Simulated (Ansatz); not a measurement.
# As (R-3m) in Ansatz: a series of runs

Aim: see how the results for As move with the level of theory and the settings. Levels: PBEsol+D3(BJ), PBEsol+D4. Tasks: relaxation of cell and atoms.

Everything below comes from runs of Ansatz 0.2.0. Logs are shortened: lines on timing, memory, paths and dates and some standing lists are left out, and cuts for length are marked.

### Step 1. The structure

The structure is trigonal, space group R-3m (No. 166). Conventional cell: a = 3.762 Å, b = 3.762 Å, c = 10.542 Å, α = 90.00°, β = 90.00°, γ = 120.00°. As (site symmetry 3m) has 3 As at 2.51 Å as nearest neighbours.

### Step 2. Relaxation of cell and atoms, PBEsol+D3(BJ)

Contents of input.yaml:

```yaml
crystal:
  lattice:
    - [1.8807968987, 1.0858785957, 3.5140619945]
    - [-1.8807968987, 1.0858785957, 3.5140619945]
    - [0.0, -2.1717571915, 3.5140619945]
  atoms:
    - { symbol: As, position: [0.226, 0.226, 0.226] }
    - { symbol: As, position: [0.774, 0.774, 0.774] }
hamiltonian:
  xc: pbesol
  pseudopotentials: { kind: paw }
  dispersion: d3bj
kpoints:
  mp_grid: { grid: [9, 9, 9] }
scf:
  occupations: { method: fermi_dirac, width: 0.05 }
output:
  forces: true
  stress: true
  eigenvalues: true
relax:
  f_tol: 0.01
  max_steps: 40
  cell: { stress_tol: 0.05 }
```

Potentials or basis: Ansatz PAW.

On the command line:

```bash
ansatz run input.yaml --threads 2 --pin off --max-ram 5632MiB --backend cpu --events-out ev --progress --plain --runs-dir out
```

What it wrote:

```text
Warning: RAYON_NUM_THREADS=2 ignored (pool sized by the plan → 2); use --threads N
Engine: ansatz 0.2.0, aarch64-unknown-linux-gnu
Pseudopotentials: kind: paw
Pseudopotential: As, paw, valence charge 15, recommended cutoff 420 eV (normal), As.paw.azcp
Functional definition: PBEsol
  exchange = pbesol_x
  correlation = pbesol_c
Crystal: 2 atoms, lattice volume = 43.061 Å³
Basis set: ecut = 420 eV, 845 PW (Γ), exchange–correlation on 60×60×60 points (8 copies of the dense FFT grid, shifted against one another)
Bands: 19, of which v1, the nominal top of the filled ones, is band 15 counted from 1 (14 counted from 0)
Symmetry: 12 space group operations
Space group: R-3m (ITA 166), of the structure as read, at distance tolerance 3.5e-5 Å
k-points: 85 of 729
Non-local potential: As, projectors of the file, l = 0: 2, l = 1: 2, l = 2: 3, l = 3: 1
PAW form: soft (Blöchl's): semilocal exchange-correlation on the pseudo side does not see the compensation charge
PAW frozen core: As, regenerated for the run's functional, and the local potential with it (the file was generated under x = pbe(κ = 0.804, μ = 0.2195149727645171), c = pbe(β = 0.06672455060314922))
PAW one-centre angular grid: As, 590 points (default); XC on 64 Gauss nodes
Initial density: superposition of atomic densities (neutral atoms: chi_scale 0, normalization atom), corrected by the library's trained network
Initial wavefunctions: pseudopotential atomic-orbital guess
Functional: x = pbesol(κ = 0.804, μ = 0.12345679012345678), c = pbesol(β = 0.046)
SCF iter   1: F=—  HF=-9626.772879 eV  |F-HF|=—  |Δ(HF+E_count)|=         —  Δρ=1.97e-3  dr2=1.51e-3  ethr=1.77e-3  ⟨swp⟩=5.9  Hψ=7695  notcnv=0
preconditioner: auto → Kerker (q_TF=auto, 2.569 Å⁻¹)  [metal: Δε(μ)=0.066 eV  Ē_g=10.232 eV  σ=0.050 eV  W_gap=0.31  n_scr=14 (ndim 8)  ℏωp=17.9 eV  f_vac=0.007  D(μ)=0.19/eV (n_scr^D=0)]
SCF iter   2: F=—  HF=-9626.772214 eV  |F-HF|=—  |Δ(HF+E_count)|=   6.65e-4  Δρ=1.27e-3  dr2=6.73e-4  ethr=5.03e-6  ⟨swp⟩=2.1  Hψ=3572  notcnv=0
SCF iter   3: F=—  HF=-9626.772258 eV  |F-HF|=—  |Δ(HF+E_count)|=   4.38e-5  Δρ=4.51e-4  dr2=1.28e-4  ethr=2.24e-6  ⟨swp⟩=2.6  Hψ=2031  notcnv=0
SCF iter   4: F=—  HF=-9626.772263 eV  |F-HF|=—  |Δ(HF+E_count)|=   4.50e-6  Δρ=1.07e-4  dr2=5.30e-6  ethr=4.26e-7  ⟨swp⟩=2.9  Hψ=2831  notcnv=0
SCF iter   5: F=—  HF=-9626.772263 eV  |F-HF|=—  |Δ(HF+E_count)|=   3.13e-7  Δρ=4.67e-5  dr2=5.28e-7  ethr=1.77e-8  ⟨swp⟩=2.0  Hψ=2891  notcnv=0
SCF iter   6: F=—  HF=-9626.772262 eV  |F-HF|=—  |Δ(HF+E_count)|=   1.31e-6  Δρ=1.22e-5  dr2=5.59e-8  ethr=3.33e-10  ⟨swp⟩=5.1  Hψ=7217  notcnv=0
SCF iter   7: F=-9626.772262 eV  HF=-9626.772262 eV  |F-HF|=4.38e-10  |Δ(HF+E_count)|=   2.92e-8  Δρ=2.40e-6  dr2=4.53e-9  ethr=1.86e-10  ⟨swp⟩=4.0  Hψ=5606  notcnv=0
SCF 1 converged in 7 iterations: F = -9626.772262 eV  dr2 = 4.53e-9
relax step   1: F+E_penalty+E_count = -9626.77226179 eV  Δ(F+E_penalty+E_count) = +0.000e0 eV  max|allowed force component| = 3.658e-1 eV/Å  Δτ_max = 0.0000 Å  P = -2.499 GPa  Ω = 43.061 Å³  (7 SCF iters, dr2 threshold 1.00e-7 eV, accepted)
Crystal: 2 atoms, lattice volume = 38.783 Å³
Basis set: ecut = 420 eV, 743 PW (Γ), exchange–correlation on 60×60×60 points (8 copies of the dense FFT grid, shifted against one another)
[... 63 lines left out ...]
relax step   6: F+E_penalty+E_count = -9626.83407196 eV  Δ(F+E_penalty+E_count) = +4.580e-4 eV  max|allowed force component| = 2.975e-3 eV/Å  Δτ_max = 0.0000 Å  P = -0.005 GPa  Ω = 39.618 Å³  stress off target by 4.42e-2 GPa  SCF on the basis re-selected at this cell (its energy is not comparable with the rows above)  (6 SCF iters)
basis re-selected at this cell: Δ(F+E_penalty+E_count) = +4.580e-4 eV, ΔP = -0.004 GPa vs the last step (what re-selecting the basis moved, of the pressure what is left beyond the Pulay correction that the steps carried, after the strain that the cell walked since its last selection, with what the two solves' SCF thresholds leave and, on support functions, any second-order correction that the steps lacked; it is no measure of the basis error at this ecutwfc). The dense FFT grid was sized anew with the basis: this SCF ran on 27×27×27 points, the steps before it on 30×30×30, so part of this shift can come from that change (see relax.cell in the input reference). This SCF's stress stands 4.42e-2 GPa from its target on what of the cell is left free (relax.cell.stress_tol is 5.00e-2 GPa) and its largest allowed force component is 2.98e-3 eV/Å (relax.f_tol is 1.00e-2 eV/Å): within both
SCF converged after 6 iterations
Free energy (F): -9626.834072 eV
Harris-Foulkes:  -9626.834072 eV  (|F-HF|=1.82e-12)
Internal energy: -9626.832327 eV  (E = F + TS)
E sigma→0 (E₀):  -9626.833199 eV
Entropy (-TS):   -0.001745 eV (-0.873 meV/atom)
Fermi energy:    11.974506 eV
--- Per-component energies (eV) ---
  E_band       = -434.221799
  E_kinetic    = 206.775993
  E_local      = -3150.555291  (includes V_loc(G=0)·N_el)
  E_nonlocal   = -1336.622270
  E_hartree    = 1771.037473
  E_xc         = -158.346830
  E_vxc        = -159.669186  (∫ρ·V_xc dr)
  E_paw        = -3584.986287  (= ΣΔE_a)
  E_vpaw       = 463.773988  (= ΣTr[D̂ρ^β])
  E_aug_tail   = 0.000015  (compensation charges beyond the density's cutoff)
  E_ewald      = -3375.269357
  E_disp       = -0.798630  (pairwise vdW)
  E_core_change = 1.932857  (= ΣΔE_core)
  E_smearing   = -0.001745  (= −TS)
  E_closure    = 0.000000  (closes the sum)
  Σ components = -9626.834072   (vs F -9626.834072, Δ=0.00e0)
--- Forces (eV/Å), atoms counted from 1 ---
  atom   1  As     0.00000000     0.00000000    -0.00297521
  atom   2  As    -0.00000000    -0.00000000     0.00297521
  max |Σ_I F_I| component: 4.34e-19 eV/Å
--- Stress (GPa, compression-positive) ---
        0.014842       0.000000      -0.000000
        0.000000       0.014842       0.000000
       -0.000000       0.000000      -0.044202
  P = ⅓ Tr σ = -0.0048 GPa (-0.048 kbar)
--- Band table (eV; the first three rows and the last of 85) ---
  k-point 0: bands = ["-24.4326", "-24.4326", "-24.3816", "-24.3816", "-24.3564", "-24.3086", "-24.3086", "-24.2982", "-24.2587", "-24.2587", "-3.6084", "6.6937", "9.5242", "9.7660", "9.7660", "14.3439", "15.2726", "15.2726", "18.2196"]
  k-point 1: bands = ["-24.4298", "-24.4284", "-24.3800", "-24.3789", "-24.3547", "-24.3105", "-24.3096", "-24.3006", "-24.2626", "-24.2618", "-3.4336", "5.8734", "9.5338", "9.7016", "10.0794", "14.3368", "14.8810", "14.8972", "17.5892"]
  k-point 2: bands = ["-24.4222", "-24.4163", "-24.3757", "-24.3712", "-24.3499", "-24.3162", "-24.3132", "-24.3071", "-24.2731", "-24.2703", "-2.9128", "4.2146", "9.4826", "9.5681", "10.5805", "13.7145", "13.9679", "13.9884", "17.8134"]
  k-point 84: bands = ["-24.4056", "-24.4047", "-24.3701", "-24.3688", "-24.3447", "-24.3165", "-24.3153", "-24.3097", "-24.2893", "-24.2888", "-1.4793", "1.2693", "8.3883", "9.6689", "11.0442", "12.7422", "13.0161", "14.9582", "20.0199"]
--- Relaxed structure (5 steps of the walk, 5 accepted, 1 SCFs on fresh bases) ---
  F+E_penalty+E_count = -9626.83407196 eV   max|allowed force component| = 2.975e-3 eV/Å   (the final SCF, on the basis selected at the relaxed cell)
  cell:  # Å, volume = 39.6179 Å³
    - [1.8725174244109624, 1.081098439030464, 3.2617358609917675]
    - [-1.8725174244109624, 1.081098439030464, 3.2617358609917675]
    - [3.8653545673015876e-33, -2.1621968781073377, 3.261735860976385]
  atoms:
    - { symbol: As, position: [0.23234613233855883, 0.23234613233855883, 0.23234613233855891] }
    - { symbol: As, position: [0.7676538676614412, 0.7676538676614412, 0.7676538676614414] }
```

Wall time 10 s (2 threads of Arm Neoverse V2, shared host); peak memory 0.36 GiB.

Results:

```yaml
Free_energy: -9626.8341 eV
Relaxed_volume: 19.81 Å³/atom
Relaxed_cell: a = 3.913 Å, b = 3.913 Å, c = 3.913 Å, α = 57.17°, β = 57.17°, γ = 57.17°
Space_group_after_relaxing_to_0.05_Å: R-3m (No. 166)
Energy_gained_by_relaxing: 30.9 meV/atom
Ionic_steps: 6
Pressure_after_relaxing: 0.0 GPa
Band_gap_on_the_k_mesh: none (metal or under the smearing width)
```

Forces on the atoms (eV/Å):
```
As   0.000  0.000 -0.003
As   0.000  0.000  0.003
```

The path:
| step | energy change (eV) | largest force (eV/Å) | volume (Å³) |
| --- | --- | --- | --- |
| 1 | 0.0000 | 0.3658 | 43.06 |
| 2 | -0.0382 | 0.1852 | 38.78 |
| 3 | -0.0586 | 0.0945 | 39.66 |
| 4 | -0.0613 | 0.0409 | 39.54 |
| 5 | -0.0623 | 0.0029 | 39.62 |
| 6 | -0.0618 | 0.0030 | 39.62 |

Final structure:
```
As
1.0
     1.87252    1.08110    3.26174
    -1.87252    1.08110    3.26174
     0.00000   -2.16220    3.26174
As
2
Direct
  0.23235 0.23235 0.23235
  0.76765 0.76765 0.76765
```

Levels at points of the mesh, in eV from the Fermi level:
| k point | band 11 | band 12 | band 13 | band 14 | band 15 | band 16 | band 17 | band 18 | band 19 |
| --- | --- | --- | --- | --- | --- | --- | --- | --- | --- |
| (0.00, 0.00, 0.00) | -15.58 | -5.28 | -2.45 | -2.21 | -2.21 | 2.37 | 3.30 | 3.30 | 6.25 |

Caveat: the plane-wave basis is chosen anew once the cell has moved, so the energies of steps on either side of that aren't comparable; pairwise dispersion overbinds metals, which lowers pressure and volume; the PAW data sets come from PBE, with cores solved anew for the run's functional, which leaves a small shift of forces and pressure.

### Step 3. Relaxation of cell and atoms, PBEsol+D4

Edit input.yaml of step 2 so:

```diff
@@ -11,3 +11,3 @@
   pseudopotentials: { kind: paw }
-  dispersion: d3bj
+  dispersion: d4
 kpoints:
@@ -20,2 +20,6 @@
   eigenvalues: true
+  write_density: true
+  write_potential: true
+  elf: true
+  volumetric_format: npy
 relax:
```

Potentials or basis: Ansatz PAW.

On the command line:

```bash
ansatz run input.yaml --threads 2 --pin off --max-ram 5632MiB --backend cpu --events-out ev --progress --plain --runs-dir out
```

It took 12 s on 2 threads of Arm Neoverse V2, shared host; peak memory 0.37 GiB.

It converged, with:

| Quantity | Value |
| --- | --- |
| Free energy | -9626.5932 eV |
| Relaxed volume | 20.17 Å³/atom |
| Relaxed cell | a = 3.946 Å, b = 3.946 Å, c = 3.946 Å, α = 56.91°, β = 56.91°, γ = 56.91° |
| Space group after relaxing (to 0.05 Å) | R-3m (No. 166) |
| Energy gained by relaxing | 20.9 meV/atom |
| Ionic steps | 6 |
| Pressure after relaxing | 0.0 GPa |
| Band gap on the k mesh | 0.04 eV, indirect (least direct gap 0.59 eV) |

Forces on the atoms (eV/Å):
```
As   0.000  0.000 -0.003
As   0.000  0.000  0.003
```

Step by step:
```
step  energy change (eV)  largest force (eV/Å)  volume (Å³)
   1              0.0000                0.3675        43.06
   2             -0.0152                0.2149        39.01
   3             -0.0388                0.1094        40.49
   4             -0.0418                0.0251        40.44
   5             -0.0421                0.0026        40.34
   6             -0.0418                0.0025        40.34
```

Final structure:
```yaml
crystal:
  lattice:
    - [1.88006, 1.08546, 3.29489]
    - [-1.88006, 1.08546, 3.29489]
    - [0.00000, -2.17091, 3.29489]
  atoms:
    - { symbol: As, position: [0.23154, 0.23154, 0.23154] }
    - { symbol: As, position: [0.76846, 0.76846, 0.76846] }
```

Levels at points of the mesh, in eV from the valence-band top:
```tsv
k point	band 13	band 14	band 15	band 16	band 17	band 18
(0.00, 0.00, 0.00)	-2.37	-2.12	-2.12	2.31	3.28	3.28
```

Caveat: odd divisions of the mesh miss points on the zone boundary, where band edges often lie, so the gap on the mesh can be too wide; the plane-wave basis is chosen anew once the cell has moved, so the energies of steps on either side of that aren't comparable; the PAW data sets come from PBE, with cores solved anew for the run's functional, which leaves a small shift of forces and pressure.
